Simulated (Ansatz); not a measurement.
**Mg₂Ge: do energies and stresses tell the same story?**

Method: Ansatz 0.2.0, DFT PBE, scalar-relativistic, plane waves, PAW.

Settings: cutoff 420 eV, Γ-centred mesh 10×10×10 on the computed 3-atom cell, Gaussian smearing of 0.01 eV; no spin polarisation.

Relaxed cell: Fm-3m, a = 6.422 Å, b = 6.422 Å, c = 6.422 Å, α = 90.00°, β = 90.00°, γ = 90.00°, 3 atoms in the primitive cell.

Energies at zero smearing and pressures from the stress tensor, at volumes with shape and atoms relaxed:
```
V (Å³/atom) E − E(first) (meV/atom) P (GPa)
     19.422                     0.00     8.26
     20.084                   -28.67     5.68
     20.746                   -47.49     3.49
     21.408                   -57.91     1.60
     22.071                   -61.12    -0.01
     22.733                   -58.17    -1.38
     23.395                   -49.95    -2.56
     24.278                   -32.09    -3.87
```

Question: Check P = −dE/dV between neighbouring volumes, and get the bulk modulus from the pressures alone.

Answer: With 1 eV/Å³ = 160.2 GPa:
```csv
middle V (Å³/atom),−ΔE/ΔV (GPa),mean P (GPa)
19.753,6.937,6.970
20.415,4.555,4.585
21.077,2.520,2.544
21.739,0.777,0.799
22.402,-0.714,-0.696
23.064,-1.990,-1.974
23.836,-3.241,-3.218
```

The two differ by 0.03 GPa at most. The mean of two end pressures misses the average over a step by about ΔV² P″/12, up to 0.03 GPa here; with that taken off 0.00 GPa remains. Around V = 22.071 Å³/atom, the two neighbours give B = −V ΔP/ΔV = 22.071 × 2.99 / 1.324 = 49.8 GPa, against B0 = 49.6 GPa from the Birch–Murnaghan fit of the energies.